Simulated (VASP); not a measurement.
**TiO2 from a squeezed to a stretched cell**

How does TiO2 change with the volume? The starting structure is a measured crystal structure from the Crystallography Open Database. All runs use LDA. The equilibrium cell comes from relaxations that aren't shown. At each volume, shape and positions are relaxed as far as symmetry leaves them free.

Method: Kohn-Sham DFT with plane waves and PAW; LDA, in VASP 6.6.1.

## Step 1: The starting structure

It takes space group P4_2/mnm (No. 136, tetragonal). Conventional cell: a = 4.589 Å, b = 4.589 Å, c = 2.958 Å, α = 90.00°, β = 90.00°, γ = 90.00°. Ti has 6 O at 1.96 Å nearest. Nearest to O lie 3 Ti at 1.96 Å. Farther neighbours and most contacts between anions are not listed.

Coordinates:

```cif
data_structure
_symmetry_space_group_name_H-M 'P4_2/mnm'
_symmetry_Int_Tables_number 136
_cell_length_a 4.5888
_cell_length_b 4.5888
_cell_length_c 2.9576
_cell_angle_alpha 90.000
_cell_angle_beta 90.000
_cell_angle_gamma 90.000
_cell_volume 62.28
loop_
_atom_site_label
_atom_site_type_symbol
_atom_site_symmetry_multiplicity
_atom_site_Wyckoff_symbol
_atom_site_fract_x
_atom_site_fract_y
_atom_site_fract_z
_atom_site_occupancy
Ti1 Ti 2 a 0.00000 0.00000 0.00000 1
O1 O 4 f 0.30233 0.30233 0.00000 1
```

## Step 2: Relaxation at the equilibrium volume

INCAR

```
SYSTEM = TiO2
PREC = Accurate
ENCUT = 560
EDIFF = 1E-07
NELM = 100
ISMEAR = 0
SIGMA = 0.03
LREAL = .FALSE.
ALGO = Normal
GGA = CA
NBANDS = 30
LASPH = .TRUE.
LORBIT = 11
LWAVE = .FALSE.
LCHARG = .FALSE.
KPAR = 8
IBRION = 2
NSW = 50
ISIF = 4
EDIFFG = -0.003
```

POSCAR

```
TiO2
1.0
    4.5537112665      0.0000000000      0.0000000000
    0.0000000000      4.5537112665      0.0000000000
    0.0000000000      0.0000000000      2.9223363891
Ti O
2 4
Direct
    0.0000000000      0.0000000000      0.0000000000
    0.5000000000      0.5000000000      0.5000000000
    0.3038531375      0.3038531375      0.0000000000
    0.1961468625      0.8038531375      0.5000000000
    0.6961468625      0.6961468625      0.0000000000
    0.8038531375      0.1961468625      0.5000000000
```

KPOINTS

```
Automatic mesh
0
Gamma
6 6 8
0 0 0
```

The projector-augmented-wave data sets are Ti_sv and O (LDA family, release 64).

Started as:

```bash
> mpirun -np 8 vasp_std
```

The log of the run:

```text
[banner, memory and clock lines left out]
running    8 mpi-ranks, on    1 nodes
 distrk:  each k-point on    1 cores,    8 groups
 distr:  one band on    1 cores,    1 groups

 POSCAR found type information on POSCAR TiO
 POSCAR found :  2 types and       6 ions
|                                                                             |
|           W    W    AA    RRRRR   N    N  II  N    N   GGGG   !!!           |
|           W    W   A  A   R    R  NN   N  II  NN   N  G    G  !!!           |
|           W    W  A    A  R    R  N N  N  II  N N  N  G       !!!           |
|           W WW W  AAAAAA  RRRRR   N  N N  II  N  N N  G  GGG   !            |
|           WW  WW  A    A  R   R   N   NN  II  N   NN  G    G                |
|           W    W  A    A  R    R  N    N  II  N    N   GGGG   !!!           |
|                                                                             |
|     For optimal performance we recommend to set                             |
|       NCORE = 2 up to number-of-cores-per-socket                            |
|     NCORE specifies how many cores store one orbital (NPAR=cpu/NCORE).      |
|     This setting can greatly improve the performance of VASP for DFT.       |
|     The default, NCORE=1 might be grossly inefficient on modern             |
|     multi-core architectures or massively parallel machines. Do your        |
|     Unfortunately you need to use the default for GW and RPA                |
|     calculations (for HF NCORE is supported but not extensively tested      |
|     yet).                                                                   |
|                                                                             |

 LDA part: xc-table for (Slater(with rela. corr.)+CA(PZ))
 , standard interpolation
 POSCAR, INCAR and KPOINTS ok, starting setup
 FFT: planning ... GRIDC
 FFT: planning ... GRID_SOFT
 FFT: planning ... GRID
 WAVECAR not read
 entering main loop
       N       E                     dE             d eps       ncg     rms          rms(c)
DAV:   1     0.685295180074E+03    0.68530E+03   -0.25944E+04  3000   0.198E+03
DAV:   2     0.356503853145E+02   -0.64964E+03   -0.61665E+03  3224   0.572E+02
DAV:   3    -0.704337142112E+02   -0.10608E+03   -0.10340E+03  4536   0.208E+02
DAV:   4    -0.753875994707E+02   -0.49539E+01   -0.49481E+01  4082   0.451E+01
DAV:   5    -0.755702251954E+02   -0.18263E+00   -0.18259E+00  4062   0.734E+00    0.319E+01
DAV:   6    -0.594411518079E+02    0.16129E+02   -0.98695E+01  3642   0.976E+01    0.118E+01
DAV:   7    -0.590494822410E+02    0.39167E+00   -0.14889E+01  3584   0.328E+01    0.852E+00
DAV:   8    -0.589443915915E+02    0.10509E+00   -0.34081E+00  3522   0.187E+01    0.397E+00
DAV:   9    -0.587773136299E+02    0.16708E+00   -0.10399E+00  3534   0.985E+00    0.104E+00
DAV:  10    -0.587857602687E+02   -0.84466E-02   -0.91402E-02  3750   0.243E+00    0.454E-01
DAV:  11    -0.587823392766E+02    0.34210E-02   -0.13524E-02  3762   0.824E-01    0.727E-02
DAV:  12    -0.587825149430E+02   -0.17567E-03   -0.14128E-03  3170   0.426E-01    0.154E-01
DAV:  13    -0.587823009756E+02    0.21397E-03   -0.70243E-04  3672   0.279E-01    0.287E-02
DAV:  14    -0.587822991266E+02    0.18490E-05   -0.46052E-05  3742   0.573E-02    0.984E-03
DAV:  15    -0.587822998011E+02   -0.67450E-06   -0.38723E-06  3520   0.151E-02    0.270E-03
DAV:  16    -0.587822997417E+02    0.59366E-07   -0.34143E-07  2912   0.488E-03
   1 F= -.58782300E+02 E0= -.58782300E+02  d E =-.587823E+02
 curvature:   0.00 expect dE= 0.000E+00 dE for cont linesearch  0.000E+00
 trial: gam= 0.00000 g(F)=  0.366E-06 g(S)=  0.977E-08 ort = 0.000E+00 (trialstep = 0.100E+01)
 search vector abs. value=  0.376E-06
 reached required accuracy - stopping structural energy minimisation
```

Wall time 6.6 s (8 MPI ranks of Intel Xeon 6975P-C (Granite Rapids), shared host); peak memory 1.7 GiB; 47 s of CPU time.

The logs omit lines about the potential files and the build; timing stands in the text.

From OUTCAR (step 2):

```text
ion  position               nearest neighbor table
   1  0.000  0.000  0.000-   4 1.93   6 1.93   4 1.93   6 1.93   5 1.96   3 1.96
   2  0.500  0.500  0.500-   3 1.93   5 1.93   3 1.93   5 1.93   4 1.96   6 1.96
   3  0.304  0.304  0.000-   2 1.93   2 1.93   1 1.96
   4  0.196  0.804  0.500-   1 1.93   1 1.93   2 1.96
   5  0.696  0.696  0.000-   2 1.93   2 1.93   1 1.96
   6  0.804  0.196  0.500-   1 1.93   1 1.93   2 1.96

  LATTYP: Found a simple tetragonal cell.
 ALAT       =     4.5537112665
 C/A-ratio  =     0.6417482836

 Subroutine GETGRP returns: Found 16 space group operations
 (whereof  8 operations were pure point group operations)

The static configuration has the point symmetry D_2h.
 The point group associated with its full space group is D_4h.

 Found     50 irreducible k-points:

   k-points           NKPTS =     50   k-points in BZ     NKDIM =     50   number of bands    NBANDS=     30

   dimension x,y,z NGX =    36 NGY =   36 NGZ =   24
   dimension x,y,z NGXF=    72 NGYF=   72 NGZF=   48

   ENCUT  =  560.0 eV  41.16 Ry    6.42 a.u.   8.79  8.79  5.64*2*pi/ulx,y,z

   NELECT =      48.0000    total number of electrons

 k-points in reciprocal lattice and weights: Automatic mesh
   0.00000000  0.00000000  0.00000000       0.003
   0.16666667  0.00000000  0.00000000       0.014
   0.33333333  0.00000000  0.00000000       0.014
   0.50000000  0.00000000  0.00000000       0.007
   0.16666667  0.16666667  0.00000000       0.014
   0.33333333  0.16666667  0.00000000       0.028
   0.50000000  0.16666667  0.00000000       0.014
   0.33333333  0.33333333  0.00000000       0.014
   0.50000000  0.33333333  0.00000000       0.014
[...]
0.50000000  0.33333333  0.50000000       0.014
   0.50000000  0.50000000  0.50000000       0.003

 average (electrostatic) potential at core
       1 -75.9231       2 -75.9231       3 -70.1981       4 -70.1981       5 -70.1981
       6 -70.1981

 E-fermi :   5.0627

 k-point     1 :       0.0000    0.0000    0.0000
  band No.  band energies     occupation
    ...
     20       2.8604      2.00000
     21       4.1784      2.00000
     22       4.4015      2.00000
     23       4.4015      2.00000
     24       4.8778      2.00000
     25       6.6915      0.00000
     26       6.9719      0.00000
     27       7.2759      0.00000
     28       7.3902      0.00000
     29       7.3902      0.00000
    ...

 k-point     2 :       0.1667    0.0000    0.0000
  band No.  band energies     occupation
    ...
     20       2.8686      2.00000
     21       3.8833      2.00000
     22       3.9873      2.00000
     23       4.1686      2.00000
     24       4.7726      2.00000
     25       6.8549      0.00000
     26       7.1786      0.00000
     27       7.4939      0.00000
     28       7.5106      0.00000
     29       7.5597      0.00000
    ...

 k-point     3 :       0.3333    0.0000    0.0000
  band No.  band energies     occupation
    ...
     20       2.7729      2.00000
     21       2.9475      2.00000
     22       3.5754      2.00000
     23       3.9399      2.00000
     24       4.4547      2.00000
     25       7.1687      0.00000
     26       7.4185      0.00000
     27       7.7802      0.00000
     28       7.8623      0.00000
     29       7.9724      0.00000
    ...

  Total        0.0084475      0.0084475      0.0070976      0.0000000      0.0000000      0.0000000
  in kB        0.2233449      0.2233449      0.1876550      0.0000000      0.0000000      0.0000000
  external PRESSURE =       0.2114483 kB  Pullay stress =       0.0000000 kB

  energy-cutoff  :      560.00
  volume of cell :       60.60
      direct lattice vectors                 reciprocal lattice vectors
     4.553711266  0.000000000  0.000000000     0.219601099  0.000000000  0.000000000
     0.000000000  4.553711266  0.000000000     0.000000000  0.219601099  0.000000000
     0.000000000  0.000000000  2.922336389     0.000000000  0.000000000  0.342191954

 POSITION                                       TOTAL-FORCE (eV/Angst)
 -----------------------------------------------------------------------------------
      0.00000      0.00000      0.00000         0.000000     -0.000000      0.000000
      2.27686      2.27686      1.46117         0.000000     -0.000000      0.000000
      1.38366      1.38366      0.00000         0.000974      0.000974     -0.000000
      0.89320      3.66052      1.46117        -0.000974      0.000974     -0.000000
      3.17005      3.17005      0.00000        -0.000974     -0.000974      0.000000
      3.66052      0.89320      1.46117         0.000974     -0.000974      0.000000
 -----------------------------------------------------------------------------------
    total drift:                                0.000000      0.000000      0.000000

  FREE ENERGIE OF THE ION-ELECTRON SYSTEM (eV)
  ---------------------------------------------------
  free  energy   TOTEN  =       -58.7822997417 eV

  energy  without entropy=      -58.7822997417  energy(sigma->0) =      -58.78229974

 reached required accuracy - stopping structural energy minimisation

 total charge
# of ion       s       p       d       tot
------------------------------------------
    1        2.234   6.329   1.780  10.343
    2        2.234   6.329   1.780  10.343
    3        1.560   3.494   0.000   5.054
    4        1.560   3.494   0.000   5.054
    5        1.560   3.494   0.000   5.054
    6        1.560   3.494   0.000   5.054
--------------------------------------------------
tot         10.710  26.633   3.559  40.903

[... 3 further parts left out ...]
```

CONTCAR:

```
TiO2
   1.00000000000000
     4.5537112664999997    0.0000000000000000    0.0000000000000000
     0.0000000000000000    4.5537112664999997    0.0000000000000000
     0.0000000000000000    0.0000000000000000    2.9223363890999998
  Ti              O
     2     4
Direct
     0.0000000000000000    0.0000000000000000    0.0000000000000000
     0.5000000000000000    0.5000000000000000    0.5000000000000000
     0.3038531374999991    0.3038531374999991    0.0000000000000000
     0.1961468625000009    0.8038531374999991    0.5000000000000000
     0.6961468625000009    0.6961468625000009    0.0000000000000000
     0.8038531374999991    0.1961468625000009    0.5000000000000000
```

The run keeps the 16 symmetry operations of its start, so it cannot find a distortion of lower symmetry.

The equilibrium volume: 10.100 Å³ an atom and a pressure of 0.02 GPa, and 1.814 eV of gap on the mesh. Further runs on this cell, not shown, give the modes B2g 816.8, A1g 611.9, B1u (1) 108.0 cm⁻¹.

## Step 3: Relaxation at 0.96 of the equilibrium volume

INCAR is that of step 2.

Changes to POSCAR since step 2:

```diff
@@ -2,5 +2,5 @@
 1.0
-    4.5537112665      0.0000000000      0.0000000000
-    0.0000000000      4.5537112665      0.0000000000
-    0.0000000000      0.0000000000      2.9223363891
+    4.4921670834      0.0000000000      0.0000000000
+    0.0000000000      4.4921670834      0.0000000000
+    0.0000000000      0.0000000000      2.8828405152
 Ti O
```

KPOINTS is that of step 2.

Started as:

```bash
> mpirun -np 8 vasp_std
```

The log of the run:

```text
[banner, memory and clock lines left out]
running    8 mpi-ranks, on    1 nodes
[...]
[... a notice as in an earlier step ...]

 LDA part: xc-table for (Slater(with rela. corr.)+CA(PZ))
 , standard interpolation
 POSCAR, INCAR and KPOINTS ok, starting setup
[...]
entering main loop
       N       E                     dE             d eps       ncg     rms          rms(c)
DAV:   1     0.688229392526E+03    0.68823E+03   -0.25921E+04  3000   0.202E+03
DAV:   2     0.368084338719E+02   -0.65142E+03   -0.61791E+03  3214   0.576E+02
DAV:   3    -0.700035674191E+02   -0.10681E+03   -0.10381E+03  4504   0.210E+02
DAV:   4    -0.749495882486E+02   -0.49460E+01   -0.49396E+01  4060   0.454E+01
[...]
DAV:  14    -0.586917745671E+02    0.17194E-05   -0.41979E-05  3722   0.545E-02    0.106E-02
DAV:  15    -0.586917750087E+02   -0.44159E-06   -0.33866E-06  3822   0.129E-02    0.242E-03
DAV:  16    -0.586917749729E+02    0.35723E-07   -0.24703E-07  2448   0.362E-03
   1 F= -.58691775E+02 E0= -.58691775E+02  d E =-.586918E+02
[... from here on, the cycles between the ionic steps are left out ...]
   2 F= -.58696969E+02 E0= -.58696969E+02  d E =-.519415E-02
   3 F= -.58697464E+02 E0= -.58697464E+02  d E =-.568906E-02
   4 F= -.58697518E+02 E0= -.58697518E+02  d E =-.541082E-04
 trial-energy change:   -0.000054  1 .order   -0.000069   -0.000118   -0.000021
 step:   1.1622(harm=  1.1622)  dis= 0.00058  next Energy=   -58.697536 (dE=-0.715E-04)
 reached required accuracy - stopping structural energy minimisation
```

Elapsed: 15 s, on 8 MPI ranks; peak memory 1.8 GiB; 1.9 min of CPU time.

From OUTCAR (step 3):

```text
  Total        3.9536372      3.9536372      3.9745126      0.0000000      0.0000000      0.0000000
  in kB      108.8867356    108.8867356    109.4616629      0.0000000      0.0000000      0.0000000
  external PRESSURE =     109.0783781 kB  Pullay stress =       0.0000000 kB

 POSITION                                       TOTAL-FORCE (eV/Angst)
 -----------------------------------------------------------------------------------
      0.00000      0.00000      0.00000        -0.000000      0.000000      0.000000
      2.24039      2.24039      1.44875         0.000000      0.000000      0.000000
      1.35642      1.35642      0.00000         0.002017      0.002017      0.000000
      0.88397      3.59682      1.44875        -0.002017      0.002017      0.000000
      3.12437      3.12437      2.89750        -0.002017     -0.002017      0.000000
      3.59682      0.88397      1.44875         0.002017     -0.002017      0.000000
 -----------------------------------------------------------------------------------
    total drift:                                0.000000      0.000000      0.000000

  FREE ENERGIE OF THE ION-ELECTRON SYSTEM (eV)
  ---------------------------------------------------
  free  energy   TOTEN  =       -58.6975181443 eV

  energy  without entropy=      -58.6975181443  energy(sigma->0) =      -58.69751814

[... 2 parts as in an earlier step ...]

[... 2 further parts left out ...]
[key lines of the parts left out:]
E-fermi :   5.5927
```

0.96 of the equilibrium volume: 9.696 Å³ an atom and a pressure of 10.91 GPa, and 1.852 eV of gap on the mesh. Further runs on this cell, not shown, give the modes B2g 868.6, A1g 657.7, B1u (1) 126.6 cm⁻¹.

## Step 4: Relaxation at 1.04 of the equilibrium volume

INCAR is that of step 3.

Changes to POSCAR since step 3:

```diff
@@ -2,5 +2,5 @@
 1.0
-    4.4921670834      0.0000000000      0.0000000000
-    0.0000000000      4.4921670834      0.0000000000
-    0.0000000000      0.0000000000      2.8828405152
+    4.6136353919      0.0000000000      0.0000000000
+    0.0000000000      4.6136353919      0.0000000000
+    0.0000000000      0.0000000000      2.9607925937
 Ti O
```

KPOINTS is that of step 3.

Started as:

```bash
> mpirun -np 8 vasp_std
```

The log of the run:

```text
[... set-up lines as in an earlier step ...]
 entering main loop
       N       E                     dE             d eps       ncg     rms          rms(c)
DAV:   1     0.668573790034E+03    0.66857E+03   -0.25966E+04  3000   0.198E+03
DAV:   2     0.375313920969E+02   -0.63104E+03   -0.60095E+03  3204   0.564E+02
DAV:   3    -0.705940923735E+02   -0.10813E+03   -0.10553E+03  4578   0.205E+02
DAV:   4    -0.756382161153E+02   -0.50441E+01   -0.50370E+01  4132   0.450E+01
[...]
DAV:  14    -0.587132636294E+02   -0.56548E-06   -0.29510E-05  3676   0.456E-02    0.101E-02
DAV:  15    -0.587132634688E+02    0.16063E-06   -0.54199E-06  3690   0.254E-02    0.226E-03
DAV:  16    -0.587132634482E+02    0.20592E-07   -0.14073E-07  2436   0.354E-03
   1 F= -.58713263E+02 E0= -.58713263E+02  d E =-.587133E+02
[...]
2 F= -.58719687E+02 E0= -.58719687E+02  d E =-.642318E-02
[...]
3 F= -.58719781E+02 E0= -.58719781E+02  d E =-.651744E-02
[...]
4 F= -.58719779E+02 E0= -.58719779E+02  d E =-.651535E-02
[...]
5 F= -.58719791E+02 E0= -.58719791E+02  d E =-.122289E-04
 trial-energy change:   -0.000012  1 .order   -0.000012   -0.000021   -0.000003
 step:   1.1749(harm=  1.1749)  dis= 0.00025  next Energy=   -58.719791 (dE=-0.123E-04)
 reached required accuracy - stopping structural energy minimisation
```

Elapsed: 17 s, on 8 MPI ranks; peak memory 1.8 GiB.

From OUTCAR (step 4):

```text
  Total       -3.3674738     -3.3674738     -3.3891281      0.0000000      0.0000000      0.0000000
  in kB      -85.6091685    -85.6091685    -86.1596738      0.0000000      0.0000000      0.0000000
  external PRESSURE =     -85.7926703 kB  Pullay stress =       0.0000000 kB

 POSITION                                       TOTAL-FORCE (eV/Angst)
 -----------------------------------------------------------------------------------
      0.00000      0.00000      0.00000        -0.000000     -0.000000      0.000000
      2.31362      2.31362      1.47171        -0.000000     -0.000000      0.000000
      1.41286      1.41286      0.00000         0.001776      0.001776      0.000000
      0.90075      3.72648      1.47171        -0.001776      0.001776      0.000000
      3.21437      3.21437      0.00000        -0.001776     -0.001776     -0.000000
      3.72648      0.90075      1.47171         0.001776     -0.001776     -0.000000
 -----------------------------------------------------------------------------------
    total drift:                                0.000000      0.000000      0.000000

  FREE ENERGIE OF THE ION-ELECTRON SYSTEM (eV)
  ---------------------------------------------------
  free  energy   TOTEN  =       -58.7197910308 eV

  energy  without entropy=      -58.7197910308  energy(sigma->0) =      -58.71979103

[... 2 parts as in an earlier step ...]

[... 2 further parts left out ...]
[key lines of the parts left out:]
E-fermi :   4.5812
```

1.04 of the equilibrium volume: 10.504 Å³ an atom and a pressure of -8.58 GPa, and 1.802 eV of gap on the mesh. The mode run on this cell, not shown, finds imaginary modes, so the symmetric cell is a saddle point here, unless the settings are too coarse. Further runs on this cell, not shown, give the modes B2g 769.0, A1g 573.4, B1u (1) 60.8 cm⁻¹.

(Continued in part 2 of 2.)

[Lines on the potential files, build, host, timing and source positions are cut from VASP's logs without a mark.]

[Logs are printed without paths, hosts, clocks, repeated set-up lines and the standing remarks that a program may print on its own settings, such as how far it seeks lower states.]

[Hosts, paths, dates, database ids (printed as entryN), source tags and the programs' standing remarks are cut or masked in the printed files.]
